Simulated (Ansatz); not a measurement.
# RbBr: the cost of one run

Computed with Ansatz 0.2.0 (DFT, PBE, plane-wave PAW, default files, scalar-relativistic, unless a step's input says otherwise).

The COD entry's cell or inner coordinates are ideal or old and differ from later refinements, so a difference from it is no clean test against experiment.

**1. The starting structure**

The structure is cubic, space group Fm-3m (No. 225). Conventional cell: a = 6.854 Å, b = 6.854 Å, c = 6.854 Å, α = 90.00°, β = 90.00°, γ = 90.00°. Rb (site symmetry m-3m) has 6 Br at 3.43 Å as nearest neighbours. Br (site symmetry m-3m) has 6 Rb at 3.43 Å as nearest neighbours.

As a file:

```cif
data_structure
_symmetry_space_group_name_H-M 'P 1'
_symmetry_Int_Tables_number 1
_cell_length_a 4.8465
_cell_length_b 4.8465
_cell_length_c 4.8465
_cell_angle_alpha 60.000
_cell_angle_beta 60.000
_cell_angle_gamma 60.000
_cell_volume 80.50
loop_
_atom_site_label
_atom_site_type_symbol
_atom_site_fract_x
_atom_site_fract_y
_atom_site_fract_z
_atom_site_occupancy
Rb1 Rb 0.00000 0.00000 0.00000 1
Br1 Br 0.50000 0.50000 0.50000 1
```

**2. Relaxing the atoms in the given cell**

Contents of input.yaml:

```yaml
crystal:
  lattice:
    - [0.0, 3.427, 3.427]
    - [3.427, 0.0, 3.427]
    - [3.427, 3.427, 0.0]
  atoms:
    - { symbol: Rb, position: [0.0, 0.0, 0.0] }
    - { symbol: Br, position: [0.5, 0.5, 0.5] }
kpoints:
  mp_grid: { grid: [7, 7, 7] }
scf:
  occupations: { method: fermi_dirac, width: 0.02 }
hamiltonian:
  xc: pbe
  pseudopotentials: { kind: paw }
output:
  forces: true
  stress: true
  populations: true
  efg:
    quadrupole_moments_barn: { Rb: 0.1335, Br: 0.2579 }
    contact_densities: true
relax:
  f_tol: 0.02
  max_steps: 60
```

Command:

```console
> ansatz run input.yaml --threads 1 --pin off --max-ram 2560MiB --backend cpu --events-out ev --progress --plain --runs-dir out
```

**Question.** How long does this run take on 1 thread of AMD EPYC 7R43 (Zen 3), shared host, and how much memory does it need?

About 3.2 s, with a peak of 0.43 GiB.
